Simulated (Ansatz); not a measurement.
System: cubic perovskite CsPbI3 (cubic high-temperature phase). Method: BLYP in Ansatz (plane waves, PAW).

Settings: plane-wave cutoff 520 eV, 6×6×6 k mesh, Fermi–Dirac smearing 0.01 eV, scalar-relativistic PAW data made under PBE.

A third-order Birch–Murnaghan fit to the energies gives V0 = 56.704 Å³/atom, B0 = 12.2 GPa, B′ = 4.8.

```tsv
V (Å³/atom)	P (GPa)
53.302	0.874
54.437	(withheld)
55.571	0.258
56.705	0.000
57.839	-0.230
58.973	(withheld)
60.107	-0.617
```

### Question
Estimate the withheld pressures from this fit; the answers are the runs' own values.

### Answer

- 54.437, P (GPa): 0.548
- 58.973, P (GPa): -0.435

The formula P = (3/2) B0 (x^(7/3) − x^(5/3)) [1 + (3/4)(B′ − 4)(x^(2/3) − 1)] with x = V0/V meets the computed pressures within 0.01 GPa when these rounded values are put in.

Note: the cell is over a tenth larger than the published one: the level's own overestimate first of all, though another phase or state, or a fault of the published cell, is possible; the relaxation could not lower the start's symmetry, so the cell can be a saddle point above a distorted one.

Spin–orbit coupling is not included; it can shift volumes and moduli of such heavy elements.

The computed numbers hold no vibrational or temperature effects.

Ansatz is an electronic-structure program.
